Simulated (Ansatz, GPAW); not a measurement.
# Geometry or basis: what sets the conductance of an Ir chain with a Pd atom on top of one atom, part 2 of 4

Wanted: T(E) of an Ir chain with a Pd atom on top of one atom at a relaxed geometry in two programs, beside the unrelaxed structure.

GPAW 26.7.0 and Ansatz 0.2.0; Ansatz plane waves; relaxation of the junction with the lead ends held (the session's first sound run).

So far. Step 2 (Relaxation): The relaxation lowered the energy of the cell by 1.42 eV.

**3. Plane-wave reference (PBE)**

A plane-wave run comes first: its basis does not favour the atoms, so it serves as the reference for the orbital bases.

This step: Ansatz plane waves; Landauer transmission by layers, zero bias (Ansatz 0.2.0).

File input.yaml:

```yaml
crystal:
  lattice:
    - [9.0, 0.0, 0.0]
    - [0.0, 9.0, 0.0]
    - [0.0, 0.0, 39.1]
  atoms:
    - { symbol: Ir, position: [0.5, 0.5, 0.0294117647] }
    - { symbol: Ir, position: [0.5, 0.5, 0.0882352941] }
    - { symbol: Ir, position: [0.5, 0.5, 0.1470588235] }
    - { symbol: Ir, position: [0.5, 0.5, 0.2058823529] }
    - { symbol: Ir, position: [0.5, 0.5, 0.2647058824] }
    - { symbol: Ir, position: [0.5, 0.5, 0.3235294118] }
    - { symbol: Ir, position: [0.4897123944, 0.4361326957, 0.3847244767] }
    - { symbol: Ir, position: [0.4970384334, 0.5118076291, 0.44343186] }
    - { symbol: Ir, position: [0.4374232161, 0.4152815884, 0.5001577676] }
    - { symbol: Pd, position: [0.6770222695, 0.5472710289, 0.4991985901] }
    - { symbol: Ir, position: [0.4975720116, 0.5116829281, 0.5565727063] }
    - { symbol: Ir, position: [0.4870668363, 0.4369422888, 0.6152987933] }
    - { symbol: Ir, position: [0.5, 0.5, 0.6764705882] }
    - { symbol: Ir, position: [0.5, 0.5, 0.7352941176] }
    - { symbol: Ir, position: [0.5, 0.5, 0.7941176471] }
    - { symbol: Ir, position: [0.5, 0.5, 0.8529411765] }
    - { symbol: Ir, position: [0.5, 0.5, 0.9117647059] }
    - { symbol: Ir, position: [0.5, 0.5, 0.9705882353] }
kpoints:
  mp_grid: { grid: [1, 1, 2] }
hamiltonian:
  xc: pbe
scf:
  occupations: { method: fermi_dirac, width: 0.1 }
output:
  transmission:
    leads: [[0, 1]]
    e_range: [-2, 2]
    de: 0.025
    kmesh: [1, 1]
    reduced_basis: true
  write_potential: true
  write_density: true
  volumetric_format: npy
```

Command:

```console
$ ansatz run input.yaml --threads 4 --pin off --max-ram 8192MiB --backend cpu --events-out ev --progress --plain --runs-dir out
```

Numbers of over 12 decimals in the logs are rounded to 6 here.

The program printed:

```text
[...]
Crystal: 18 atoms, lattice volume = 3167.100 Å³
Basis set: ecut = 420 eV, 61855 PW (Γ)
Bands: 185, of which v1, the nominal top of the filled ones, is band 154 counted from 1 (153 counted from 0)
Symmetry: 1 space group operations
[...]
k-points: 2
[...]
SCF iter   1: F=—  HF=-209809.254392 eV  |F-HF|=—  |Δ(HF+E_count)|=         —  Δρ=1.53e-2  dr2=9.42e1  ethr=1.77e-3  ⟨swp⟩=6.5  Hψ=1383  notcnv=0  defer=5
[...]
SCF iter  11: F=-209808.655983 eV  HF=-209808.655983 eV  |F-HF|=3.11e-8  |Δ(HF+E_count)|=   4.53e-8  Δρ=7.94e-7  dr2=3.76e-8  ethr=3.26e-11  ⟨swp⟩=17.0  Hψ=1080  notcnv=0
SCF 1 converged in 11 iterations: F = -209808.655983 eV  dr2 = 3.76e-8
[...]
transmission: 49 of 294 steps passed
transmission: 98 of 294 steps passed
[...]
transmission: 294 of 294 steps passed
WARN: The output density's exchange-correlation potential varies sharply where the density is thin. Do not read a vacuum level from v_tot or v_xc, or from such a field of the output density. On a cell that repeats whose density bears no net charge and no dipole along the vacuum's axis use v_es (v_loc + v_h of the components); under efield.dipole_correction with no amplitude use v_es + v_field, which holds any externa [...]
SCF converged after 11 iterations
Free energy (F): -209808.655983 eV
[...]
Internal energy: -209806.927509 eV  (E = F + TS)
E sigma→0 (E₀):  -209807.791746 eV
Entropy (-TS):   -1.728475 eV (-96.026 meV/atom)
Fermi energy:    -3.186737 eV
[...]
--- Band table (eV) ---
  k-point 0: bands = [... 150 lower, -3.3045, -3.2526, -3.2212, -3.2089, -3.1636, -3.1603, -3.1534, -3.1379, ... 27 higher]
  k-point 1: bands = [... 150 lower, -3.3019, -3.2282, -3.2205, -3.1719, -3.1597, -3.1502, -3.0942, -3.0482, ... 27 higher]
--- Transmission ---
  basis      : 717 plane waves across, 49 finite elements along
  points     : 1, standing for a mesh of 1 x 1
  filling    : by the input's occupations and mesh, since the crystals that have channels conduct as metals do. If one of these is a semiconductor, that mesh has misplaced its level
  energies   : 161 from -2.000000 to 2.000000 eV about the Fermi level, 0.025000 eV apart; the leads are filled to 0.000000 eV, and channels, transmission and decay are at 0.000000 eV
  crystal 0  : Ir1, at the sites [0, 1], period 2.3000 Å, over 27.60 Å; its Hamiltonian steps by up to 4.2 meV
    offset         : up to 0.0000 Å between an atom of the period and one for which it stands
    filled         : 9.0 meV over the level at which it is neutral
    channels       : 6.000000e0 a spin
    conductance    : 5.5220e14 S/m² at 300 K; may be off by some 0.0 % by where its bands' edges are placed, 1.1 % from the distance to neutral
  junction   : crystal 0 to crystal 0, 0.70 to 37.50 Å
    transmission   : 2.567512e0 a spin
    error estimate : 1.275994e-3 a spin from the reduction of the transverse basis, at the most 3.965551e-3 at -1.425000 eV
    conductance    : 2.4197e14 S/m² at 300 K (2.4145e14 on every other energy)
    error estimate : 0.2 % from the energy spacing and 0.0 % from band edges of the leads and from resonances (wavevectors taken as independent; lower de), 0.1 % from the reduction of the transverse basis, 1.1 % from the steps of its leads' Hamiltonians or their offsets (lay more layers), 1.2 % from the distance to neutral
    resistance     : 2.3218e-3 Ω µm² beyond half of each lead's own
```

Wall time 2.6 min (4 threads of Arm Neoverse V1, shared host); peak memory 5.2 GiB.

Numbers from this step:

```
free energy                                             : -209808.6560 eV
lead level                                              : 0 eV from the Fermi level
transmission at the Fermi level (one spin)              : 2.568
open channels of the lead at the Fermi level (one spin) : 6
step of the potential along the lead                    : 4.2 meV
offset of the lead                                      : 0 Å
filling of the lead less its bulk value, in size        : 9 meV
conductance                                             : 2.530 G₀
```

One spin. Table of transmission, zone mean by energy, zero at the Fermi level:

energy (eV), transmission, zone mean and a bar from the least value:
```
   -2.000       1.23 ##
   -1.900       1.42 ####
   -1.800       1.52 #####
   -1.700       1.68 #######
   -1.600       2.25 #############
   -1.500       2.73 ##################
   -1.450       3.49 ###########################
   -1.400       2.90 ####################
   -1.300       2.55 ################
   -1.200       2.56 ################
   -1.100       2.74 ##################
   -1.000       2.94 #####################
   -0.900       3.25 ########################
   -0.800       3.63 ############################
   -0.750       3.78 ##############################
   -0.700       3.72 #############################
   -0.600       3.39 ##########################
   -0.500       3.26 ########################
   -0.400       3.53 ###########################
   -0.300       2.92 ####################
   -0.200       2.82 ###################
   -0.100       2.76 ###################
    0.000       2.57 #################
    0.100       2.07 ###########
    0.200       1.56 ######
    0.300       1.46 ####
    0.400       1.49 #####
    0.500       1.58 ######
    0.600       1.59 ######
    0.700       1.41 ####
    0.800       1.22 ##
    0.900       1.12 #
    1.000       1.10 
    1.100       1.08 
    1.200       1.07 
    1.300       1.06 
    1.400       1.06 
    1.500       1.09 
    1.600       1.17 #
    1.700       1.31 ###
    1.775       1.38 ####
    1.800       1.37 ###
    1.900       1.24 ##
    2.000       1.07
```

One spin. The open channels, zone mean by energy, zero at the Fermi level:

energy (eV), open channels, zone mean and a bar from the least value:
```
   -2.000       3.00 
   -1.900       4.00 ##########
   -1.800       4.00 ##########
   -1.700       4.00 ##########
   -1.600       4.00 ##########
   -1.500       4.00 ##########
   -1.400       6.00 ##############################
   -1.300       6.00 ##############################
   -1.200       6.00 ##############################
   -1.100       6.00 ##############################
   -1.000       6.00 ##############################
   -0.900       6.00 ##############################
   -0.800       6.00 ##############################
   -0.700       6.00 ##############################
   -0.600       6.00 ##############################
   -0.500       6.00 ##############################
   -0.400       6.00 ##############################
   -0.300       6.00 ##############################
   -0.200       6.00 ##############################
   -0.100       6.00 ##############################
    0.000       6.00 ##############################
    0.100       4.00 ##########
    0.200       4.00 ##########
    0.300       4.00 ##########
    0.400       4.00 ##########
    0.500       4.00 ##########
    0.600       4.00 ##########
    0.700       4.00 ##########
    0.800       4.00 ##########
    0.900       4.00 ##########
    1.000       3.00 
    1.100       3.00 
    1.200       3.00 
    1.300       3.00 
    1.400       3.00 
    1.500       3.00 
    1.600       3.00 
    1.700       3.00 
    1.800       3.00 
    1.900       3.00 
    2.000       3.00
```

Crystal 0, spin -, k parallel (0, 0); distinct values, listed up to 1.5 1/Å. Im kz of the slowest decaying states against energy, zero at the Fermi level:

```
energy (eV)  decay 1 (Å⁻¹)  decay 2 (Å⁻¹)  decay 3 (Å⁻¹)  decay 4 (Å⁻¹)
     -2.000         0.0445          0.549          0.549           1.33
     -1.800          0.445          0.446           1.31           1.31
     -1.600          0.300          0.301           1.29           1.29
     -1.400           1.27           1.27           1.33           1.44
     -1.200           1.25           1.25           1.31           1.42
     -1.000           1.23           1.23           1.29           1.41
     -0.800           1.21           1.21           1.27           1.39
     -0.600           1.19           1.19           1.25           1.37
     -0.400           1.17           1.17           1.23           1.35
     -0.200           1.14           1.14           1.21           1.33
      0.000           1.12           1.12           1.18           1.31
      0.200          0.247          0.247           1.10           1.10
      0.400          0.369          0.369           1.07           1.07
      0.600          0.452           1.05           1.05           1.11
      0.800          0.515          0.515           1.03           1.03
      1.000         0.0968          0.567          0.567           1.00
      1.200          0.198          0.611          0.975          0.975
      1.400          0.258          0.648          0.949          0.949
      1.600          0.304          0.681          0.923          0.923
      1.800          0.340          0.709          0.709          0.897
      2.000          0.371          0.735          0.735          0.870
```

Crystal 0, spin -, k parallel (0, 0). The Re kz of states that move upwards by energy, zero at the Fermi level:

```csv
energy (eV),channel 1 (Å⁻¹),channel 2 (Å⁻¹),channel 3 (Å⁻¹),channel 4 (Å⁻¹),channel 5 (Å⁻¹),channel 6 (Å⁻¹)
-2.000,-0.680,-0.680,0.708,-,-,-
-1.800,-0.648,-0.647,0.258,0.724,-,-
-1.600,-0.616,-0.616,0.369,0.741,-,-
-1.400,-0.585,-0.585,0.156,0.157,0.454,0.759
-1.200,-0.555,-0.554,0.383,0.384,0.527,0.777
-1.000,-0.525,-0.524,0.529,0.529,0.591,0.796
-0.800,-0.495,-0.495,0.648,0.653,0.653,0.817
-0.600,-0.466,-0.466,0.698,0.770,0.770,0.842
-0.400,-0.437,-0.437,0.742,0.871,0.889,0.889
-0.200,-0.408,-0.408,0.777,0.908,1.02,1.02
0.000,-0.380,-0.379,0.806,0.951,1.21,1.21
0.200,-0.351,-0.350,0.829,1.00,-,-
0.400,-0.322,-0.322,0.850,1.06,-,-
0.600,-0.293,-0.292,0.868,1.13,-,-
0.800,-0.263,-0.263,0.885,1.21,-,-
1.000,-0.233,-0.233,0.902,-,-,-
1.200,-0.202,-0.201,0.918,-,-,-
1.400,-0.170,-0.169,0.934,-,-,-
1.600,-0.135,-0.135,0.949,-,-,-
1.800,-0.0977,-0.0972,0.964,-,-,-
2.000,-0.0496,-0.0487,0.980,-,-,-
```

The electrostatic potential energy of an electron (with the applied field's), less the Fermi level, planar mean oscillates, so the rows of the table below give means over windows of 2.32 Å about each position, cut where the curve ends. Its first 14 maxima inside the range that stand out by 2 % of the span (Å: eV): 2.3: 5.28, 4.6: 5.27, 7.0: 5.26, 9.3: 5.25, 11.4: 5.23, 13.9: 5.19, 16.2: 4.99, 18.4: 4.40, 20.7: 4.42, 22.9: 4.99, 25.2: 5.19, 27.7: 5.23, 29.8: 5.25, 32.1: 5.26. Its first 14 minima: 1.2: 3.44, 3.5: 3.44, 5.8: 3.44, 8.1: 3.45, 10.3: 3.43, 12.6: 3.39, 15.1: 3.29, 17.4: 3.06, 19.6: 0.849, 21.7: 3.06, 24.0: 3.29, 26.5: 3.39, 28.8: 3.43, 31.0: 3.45.

The electrostatic potential energy of an electron (with the applied field's), less the Fermi level, planar mean by z; means over each step:

```csv
z (Å),"electrostatic potential energy of an electron (with the applied field's), less the Fermi level, planar mean (eV)"
1.16,4.36
3.48,4.36
5.80,4.35
8.12,4.35
10.44,4.33
12.76,4.29
15.08,4.19
17.40,3.88
19.72,2.64
22.04,3.97
24.36,4.22
26.68,4.30
29.00,4.33
31.32,4.35
33.64,4.35
35.96,4.36
38.28,4.14
```

The valence density, planar mean oscillates, so the rows of the table below give means over windows of 2.32 Å about each position, cut where the curve ends. Its first 14 maxima inside the range that stand out by 2 % of the span (Å: e/Å³): 1.2: 0.180, 3.5: 0.179, 5.8: 0.179, 8.1: 0.178, 10.3: 0.178, 12.6: 0.178, 15.1: 0.179, 17.4: 0.180, 19.6: 0.385, 21.7: 0.180, 24.0: 0.179, 26.5: 0.178, 28.8: 0.178, 31.0: 0.178. Its first 14 minima: 2.3: 0.0278, 4.6: 0.0278, 7.0: 0.0279, 9.3: 0.0282, 11.4: 0.0282, 13.9: 0.0240, 16.2: 0.0272, 18.4: 0.0393, 20.7: 0.0380, 22.9: 0.0272, 25.2: 0.0240, 27.7: 0.0282, 29.8: 0.0282, 32.1: 0.0279.

Table of valence density, planar mean by z; means over each step:

```
z (Å)  valence density, planar mean (e/Å³)
 1.16                               0.0907
 3.48                               0.0907
 5.80                               0.0907
 8.12                               0.0908
10.44                               0.0907
12.76                               0.0900
15.08                               0.0906
17.40                               0.0940
19.72                                0.184
22.04                               0.0922
24.36                               0.0899
26.68                               0.0906
29.00                               0.0907
31.32                               0.0908
33.64                               0.0908
35.96                               0.0908
38.28                                0.106
```

T at the Fermi level is 2.57 of 6 open channels a spin, without spin-orbit coupling, which is large for these atoms.

[end of part 2 of 4]

[Logs are printed without paths, hosts, clocks, repeated set-up lines and the standing remarks that a program may print on its own settings, such as how far it seeks lower states.]

[Hosts, paths, dates, database ids (printed as entryN), source tags and the programs' standing remarks are cut or masked in the printed files.]
